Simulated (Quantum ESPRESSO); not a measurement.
Crystal: FeO.

```
Fe O
1.0
     2.61247    0.00000    0.00000
     0.00000    2.61247    0.00000
     0.00000    0.00000    2.61247
Fe O
1 1
Cartesian
  0.0329 0.0070 -0.0094
  1.2648 1.3120 1.3072
```

The cell comes from a database or a generator and needn't be the stable form of this composition.

The cell isn't the ideal one: atoms moved at random, drawn with an rms of 0.05 Å.

Below is the output of Quantum ESPRESSO 7.5 for this cell. Logs are shortened: lines on timing, memory, paths and dates and some standing lists are left out, and cuts for length are marked.

```text
This program is part of the open-source Quantum ESPRESSO suite
     for quantum simulation of materials; please cite
         "P. Giannozzi et al., J. Phys.:Condens. Matter 21 395502 (2009);
         "P. Giannozzi et al., J. Phys.:Condens. Matter 29 465901 (2017);
         "P. Giannozzi et al., J. Chem. Phys. 152 154105 (2020);
     in publications or presentations arising from this work. More details at

     file Fe.pbe-spn-kjpaw_psl.0.2.1.UPF: wavefunction(s)  3D renormalized
     file O.pbe-n-kjpaw_psl.0.1.UPF: wavefunction(s)  2P renormalized

     G-vector sticks info
     --------------------
     sticks:   dense  smooth     PW     G-vecs:    dense   smooth      PW
     Sum        1513     497    161                44299     8385    1551

     Using Slab Decomposition

     bravais-lattice index     =            0
     lattice parameter (alat)  =       4.9369  a.u.
     unit-cell volume          =     120.3235 (a.u.)^3
     number of atoms/cell      =            2
     number of atomic types    =            2
     number of electrons       =        22.00
     number of Kohn-Sham states=           21
     kinetic-energy cutoff     =      64.0000  Ry
     charge density cutoff     =     782.0000  Ry
     scf convergence threshold =      4.0E-10
     mixing beta               =       0.3000
     number of iterations used =            8  plain     mixing
     Exchange-correlation= SLA  PW   PBX  PBC
                           (   1   4   3   4   0   0   0)

     celldm(1)=   4.936852  celldm(2)=   0.000000  celldm(3)=   0.000000
     celldm(4)=   0.000000  celldm(5)=   0.000000  celldm(6)=   0.000000

     crystal axes: (cart. coord. in units of alat)
               a(1) = (   1.000000   0.000000   0.000000 )
               a(2) = (   0.000000   1.000000   0.000000 )
               a(3) = (   0.000000   0.000000   1.000000 )

     reciprocal axes: (cart. coord. in units 2 pi/alat)
               b(1) = (  1.000000  0.000000  0.000000 )
               b(2) = (  0.000000  1.000000  0.000000 )
               b(3) = (  0.000000  0.000000  1.000000 )

     PseudoPot. # 1 for Fe read from file:
     Fe.pbe-spn-kjpaw_psl.0.2.1.UPF
     Pseudo is Projector augmented-wave + core cor, Zval = 16.0
     Generated using "atomic" code by A. Dal Corso  v.5.0.99 svn rev. 10869
     Shape of augmentation charge: PSQ
     Using radial grid of 1191 points,  6 beta functions with:
[... 25 lines left out ...]
     atomic species   magnetization
     Fe              0.188
     O               0.000

     No symmetry found

   Cartesian axes

     site n.     atom                  positions (alat units)
         1        Fe     tau(   1) = (   0.0125980   0.0026840  -0.0035830  )
         2        O      tau(   2) = (   0.4841330   0.5022170   0.5003560  )

     number of k points=   504  Fermi-Dirac smearing, width (Ry)=  0.0037

     Number of k-points >= 100: set verbosity='high' to print them.

     Dense  grid:    44299 G-vectors     FFT dimensions: (  45,  45,  45)

     Smooth grid:     8385 G-vectors     FFT dimensions: (  25,  25,  25)

     Check: negative core charge=   -0.000018
     Generating pointlists ...
     new r_m :   0.3495 (alat units)  1.7255 (a.u.) for type    1
     new r_m :   0.3495 (alat units)  1.7255 (a.u.) for type    2

     Initial potential from superposition of free atoms

     starting charge      21.9996, renormalised to      22.0000
     Starting wfcs are   17 randomized atomic wfcs +    4 random wfcs

     Self-consistent Calculation

     iteration #  1     ecut=    64.00 Ry     beta= 0.30
     Davidson diagonalization with overlap
     ethr =  1.00E-02,  avg # of iterations =  5.1

     total energy              =    -370.79963164 Ry
     estimated scf accuracy    <       0.27467885 Ry
[... 122 lines left out ...]
     iteration # 12     ecut=    64.00 Ry     beta= 0.30
     Davidson diagonalization with overlap
     ethr =  2.12E-10,  avg # of iterations =  1.5

     negative rho (up, down):  0.000E+00 1.672E-04

     Magnetic moment per site  (integrated on atomic sphere of radius R)
     atom   1 (R=0.350)  charge= 13.6913  magn=  3.4155
     atom   2 (R=0.350)  charge=  5.9351  magn=  0.4012

     End of self-consistent calculation

     Number of k-points >= 100: set verbosity='high' to print the bands.

     the Fermi energy is    15.9257 ev

!    total energy              =    -370.86992694 Ry
     total all-electron energy =     -2696.013355 Ry
     estimated scf accuracy    <          2.3E-10 Ry
     smearing contrib. (-TS)   =      -0.00014096 Ry
     internal energy E=F+TS    =    -370.86978599 Ry

     The total energy is F=E-TS. E is the sum of the following terms:
     one-electron contribution =    -117.58652485 Ry
     hartree contribution      =      73.75442734 Ry
     xc contribution           =     -42.44005372 Ry
     ewald contribution        =    -198.93874391 Ry
     one-center paw contrib.   =     -85.65889085 Ry

     total magnetization       =     4.00 Bohr mag/cell
     absolute magnetization    =     4.00 Bohr mag/cell

     convergence has been achieved in  12 iterations

     negative rho (up, down):  0.000E+00 1.672E-04

     Forces acting on atoms (cartesian axes, Ry/au):

     atom    1 type  1   force =    -0.00533823   -0.00009343    0.00078528
     atom    2 type  2   force =     0.00533823    0.00009343   -0.00078528

     Total force =     0.007632     Total SCF correction =     0.000055

     Computing stress (Cartesian axis) and pressure

     negative rho (up, down):  0.000E+00 1.672E-04
          total   stress  (Ry/bohr**3)                   (kbar)     P=       86.53
   0.00058964   0.00000136  -0.00001143           86.74        0.20       -1.68
   0.00000136   0.00058748  -0.00000019            0.20       86.42       -0.03
  -0.00001143  -0.00000019   0.00058752           -1.68       -0.03       86.43

=------------------------------------------------------------------------------=
   JOB DONE.
=------------------------------------------------------------------------------=
```

Problem. Write the input and the command behind it.

Solution. Single point with PBE, collinear spin, ferromagnetic start. The files as run (others can give the same):

pw.in
```
&CONTROL
  calculation = 'scf'
  prefix = 'pwscf'
  outdir = './tmp'
  pseudo_dir = './pseudo'
  tprnfor = .true.
  tstress = .true.
  disk_io = 'nowf'
/
&SYSTEM
  ibrav = 0
  nat = 2
  ntyp = 2
  ecutwfc = 64
  ecutrho = 782
  nbnd = 21
  occupations = 'smearing'
  smearing = 'fd'
  degauss = 0.00367493
  nspin = 2
  starting_magnetization(1) = 0.1875
  starting_magnetization(2) = 0
/
&ELECTRONS
  conv_thr = 4d-10
  electron_maxstep = 120
  mixing_beta = 0.3
/
ATOMIC_SPECIES
Fe    55.8450 Fe.pbe-spn-kjpaw_psl.0.2.1.UPF
O     15.9990 O.pbe-n-kjpaw_psl.0.1.UPF
CELL_PARAMETERS angstrom
   2.6124696300    0.0000000000    0.0000000000
   0.0000000000    2.6124696300    0.0000000000
   0.0000000000    0.0000000000    2.6124696300
ATOMIC_POSITIONS crystal
Fe     0.0125980000    0.0026840000   -0.0035830000
O      0.4841330000    0.5022170000    0.5003560000
K_POINTS automatic
10 10 10 0 0 0
```

Potentials or basis: SSSP 1.3 efficiency PBE.
The run is started by
```sh
$ OMP_NUM_THREADS=1 pw.x -in pw.in > pw.out
```

Caveat: a cell with one magnetic atom can't hold antiferromagnetic order, which such compounds often take.
